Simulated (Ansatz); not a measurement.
**Structure relaxation of Br**

The calculation used DFT PBE, scalar-relativistic, plane waves, PAW in Ansatz 0.2.0. Cutoff 420 eV, Γ-centred k mesh, Gaussian smearing, no spin polarisation in the final step.

The start puts Br on the sites of a reported S cell (R-3, No. 148), at a guessed volume.

```xyz
6
Lattice="6.0257 3.4789 1.5765 -6.0257 3.4789 1.5765 0.0000 -6.9578 1.5765" Properties=species:S:1:pos:R:3 pbc="T T T"
Br    1.4070    1.5394    1.8634
Br   -2.0367    0.4488    1.8634
Br    0.6297   -1.9882    1.8634
Br   -1.4070   -1.5394    2.8660
Br    2.0367   -0.4488    2.8660
Br   -0.6297    1.9882    2.8660
```

Cell and atoms relax at zero pressure; the relaxation can't lower the symmetry of the start. After a coarse first stage the cell is made exact in the group found at 0.06 Å.

Energies count from the standard state of Br at the same level.

Task: Describe the relaxed structure.

Result: It keeps R-3 (No. 148), but not the shape of the type it started on. Conventional cell: a = 13.578 Å, c = 5.021 Å. Around Br lie 1 Br at 2.33 Å.

Space group R-3:H (No. 148). a = 13.578 Å, b = 13.578 Å, c = 5.021 Å, α = 90.00°, β = 90.00°, γ = 120.00°
```
atom site symmetry x y z
  Br   18f         1  0.9288  0.4955  0.6377
```

Task: What are its volume, energy, density and gap?

Result: The volume per atom is 44.5 Å³, the density is 3.0 g/cm³ and the energy over the standard structure is 0.089 eV/atom. The gap on the 6×6×6 mesh is 1.27 eV.

The final run used a 6×6×6 mesh on its 6-atom cell and 0.02 eV smearing. Weakly bound directions are ill-defined at this level, which has no dispersion term. A structure relaxed within its symmetry needn't be a true minimum.